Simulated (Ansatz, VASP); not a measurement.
## One calculation of SnTe, two programs

```
CELL_PARAMETERS angstrom
0.00000 3.10915 3.06181
3.10915 0.00000 3.06181
3.10915 3.10915 0.00000
ATOMIC_POSITIONS crystal
Sn 0.00000 0.00000 0.00000
Te 0.50000 0.50000 0.50000
```

Change from the starting cell: strain -0.015 along x and y, -0.030 along z, atoms carried along.

Alike in both runs: task single point; functional PBE; k mesh 10 × 10 × 10; occupations gaussian, width 0.03 eV; no spin polarisation.

```csv
,VASP,Ansatz
version,VASP 6.6.1,Ansatz 0.2.0
potentials or method,"VASP PAW PBE potentials, release 64 (Sn_d, Te)","scalar-relativistic, plane waves, PAW"
plane-wave cutoff (eV),520,420
valence electrons in the cell,20,30
```

```tsv
	VASP	Ansatz	Ansatz less VASP
gap on the k mesh at the Fermi level (eV)	0.28	0.28	+0.002
least direct gap on the mesh (eV)	0.28	0.28	+0.002
pressure (GPa)	5.4	5.5	+0.02
largest component of the traceless stress (GPa)	1.78	1.78	-0.003
```

The two sets of potentials don't hold the same shells in valence.

Caveats: spin-orbit coupling is left out, which moves the levels of the heavy elements.
